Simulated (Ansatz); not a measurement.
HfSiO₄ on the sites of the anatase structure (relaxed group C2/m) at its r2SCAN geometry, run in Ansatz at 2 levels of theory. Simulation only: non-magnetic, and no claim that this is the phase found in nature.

The PBE+SOC input:
```yaml
crystal:
  lattice:
    - [5.1875320897, -1.8726440613, 0.0506656141]
    - [5.1875320897, 1.8726440613, 0.0506656141]
    - [-2.7119058065, 0.0, 6.8538669903]
  atoms:
    - { symbol: Hf, position: [0.8523383309, 0.8523383309, 0.8047613804] }
    - { symbol: Hf, position: [0.1476616691, 0.1476616691, 0.1952386196] }
    - { symbol: O, position: [0.3670207251, 0.3670207251, 0.3052821142] }
    - { symbol: O, position: [0.0762741095, 0.0762741095, 0.8996849085] }
    - { symbol: O, position: [0.9237258905, 0.9237258905, 0.1003150915] }
    - { symbol: O, position: [0.7176266032, 0.7176266032, 0.2311596962] }
    - { symbol: Si, position: [0.8987924915, 0.8987924915, 0.3220938278] }
    - { symbol: Si, position: [0.1012075085, 0.1012075085, 0.6779061722] }
    - { symbol: O, position: [0.2823733968, 0.2823733968, 0.7688403038] }
    - { symbol: O, position: [0.08093777, 0.08093777, 0.4287244855] }
    - { symbol: O, position: [0.91906223, 0.91906223, 0.5712755145] }
    - { symbol: O, position: [0.6329792749, 0.6329792749, 0.6947178858] }
kpoints:
  mp_grid: { grid: [8, 8, 4] }
  band_path:
    path:
      - [0.0, 0.0, 0.0]
      - [-0.2873892265, 0.2873892265, 0.0]
      - [-0.7126107735, -0.2873892265, 0.0]
      - [-0.5, -0.5, 0.0]
      - [-0.5, -0.5, 0.5]
      - [-0.7314958244, -0.2685041756, 0.5]
      - [-0.2685041756, 0.2685041756, 0.5]
      - [0.0, 0.0, 0.5]
      - [-0.5, 0.0, 0.5]
      - [0.260417, -0.270833, -0.5]
      - [0.234375, -0.28125, -0.130208]
    npoints: 1
hamiltonian:
  xc: pbe
scf:
  occupations: { method: fixed }
  n_extra_bands: 14
magnetization:
  noncollinear: true
  spin_orbit: true
output:
  forces: true
  stress: true
  eigenvalues: true
```

Main results, then, where recorded, the levels near the gap in eV from the Fermi energy (columns number the bands from 0), one row a point of the path (Γ, C, C₂, Y₂, M₂, D, D₂, A, L₂, (0.260, -0.271, -1/2), (0.234, -0.281, -0.130)):
```
Crystal: 12 atoms, lattice volume = 133.677 Å³
Symmetry: 4 space group operations + 4 with time reversal
Magnetic group: BNS 12.59 (UNI 66)
```
```
Basis set: ecut = 420 eV, 2621 PW (Γ)
Bands: 122, of which v1, the nominal top of the filled ones, is band 108 counted from 1 (107 counted from 0)
k-points: 78 of 256
Free energy (F): -37306.507130 eV
Fermi energy:    10.115304 eV
--- Forces (eV/Å), atoms counted from 1 ---
  atom   1  Hf      0.04688      0.00000      0.04337
  atom   2  Hf    -0.04688      0.00000    -0.04337
  atom   3  O       0.02230      0.00000      0.00044
  atom   4  O     -0.04629      0.00000      0.14933
  atom   5  O       0.04629      0.00000    -0.14933
  atom   6  O     -0.12157      0.00000    -0.04234
  atom   7  Si      0.01995      0.00000    -0.00234
  atom   8  Si    -0.01995      0.00000      0.00234
  atom   9  O       0.12157      0.00000      0.04234
  atom  10  O       0.22849      0.00000    -0.07169
  atom  11  O     -0.22849      0.00000      0.07169
  atom  12  O     -0.02230      0.00000    -0.00044
--- Stress (GPa, compression-positive) ---
        6.424726       0.000000       0.204248
        0.000000       5.449874       0.000000
        0.204249       0.000000       5.951358
  P = ⅓ Tr σ = 5.9420 GPa (59.420 kbar)
```

PBE+SOC gives an indirect gap of 4.32 eV, from k = (0.260, -0.271, -1/2) to k = (0.234, -0.281, -0.130); the least direct gap is 4.33 eV at k = (0.260, -0.271, -1/2). Least and direct gap differ so little that the kind isn't settled.

**Question.** Another run on the same cell gave
```
Basis set: ecut = 500 eV, 3365 PW (Γ)
Bands: 61, of which v1, the nominal top of the filled ones, is band 54 counted from 1 (53 counted from 0)
k-points: 78 of 256
Free energy (F): -37310.661374 eV
Fermi energy:    9.722472 eV
--- Forces (eV/Å), atoms counted from 1 ---
  atom   1  Hf      0.00034      0.00000      0.00067
  atom   2  Hf    -0.00034      0.00000    -0.00067
  atom   3  O     -0.00005      0.00000    -0.00028
  atom   4  O       0.00011      0.00000      0.00090
  atom   5  O     -0.00011      0.00000    -0.00090
  atom   6  O     -0.00023      0.00000    -0.00054
  atom   7  Si      0.00052      0.00000      0.00029
  atom   8  Si    -0.00052      0.00000    -0.00029
  atom   9  O       0.00023      0.00000      0.00054
  atom  10  O       0.00002      0.00000      0.00023
  atom  11  O     -0.00002      0.00000    -0.00023
  atom  12  O       0.00005      0.00000      0.00028
--- Stress (GPa, compression-positive) ---
        0.024002       0.000000       0.002340
        0.000000       0.017746       0.000000
        0.002342       0.000000       0.020192
  P = ⅓ Tr σ = 0.0206 GPa (0.206 kbar)
```
```tsv
band_50	band_51	band_52	band_53	band_54	band_55	band_56
-1.047	-1.019	-0.746	-0.516	5.263	5.479	5.658
-1.243	-1.088	-0.262	-0.230	4.870	5.236	5.772
-1.243	-1.088	-0.262	-0.230	4.870	5.236	5.772
-1.005	-0.966	-0.861	-0.310	5.306	5.662	6.059
-1.151	-1.080	-0.658	-0.553	5.423	5.573	5.594
-1.450	-1.092	-0.307	0.002	4.816	5.164	5.873
-1.450	-1.092	-0.307	0.002	4.816	5.164	5.873
-1.258	-1.112	-0.621	-0.613	5.529	5.529	5.612
-1.161	-0.926	-0.314	-0.021	4.903	5.110	5.733
-1.453	-1.094	-0.305	0.002	4.814	5.159	5.875
-1.326	-1.130	-0.290	-0.150	4.807	5.160	5.858
```
Which level of theory and mesh gave it?

**Answer.** It is r2SCAN, on 8×8×4; the blocks that differ from the first input, but for the band path:
```yaml
hamiltonian:
  xc: r2scan
scf:
  occupations: { method: fixed }
  n_extra_bands: 7
```
(magnetization left out)
The r2SCAN gap is indirect, 4.805 eV (k = (0.260, -0.271, -1/2) to k = (0.234, -0.281, -0.130)), below the direct gap of 4.812 eV at k = (0.260, -0.271, -1/2). Least and direct gap differ so little that the kind isn't settled. The mean stress is close to zero (0.02 GPa).

Totals of different functionals, or with and without spin-orbit coupling, can't be compared.

Only the levels marked +SOC include spin-orbit coupling.
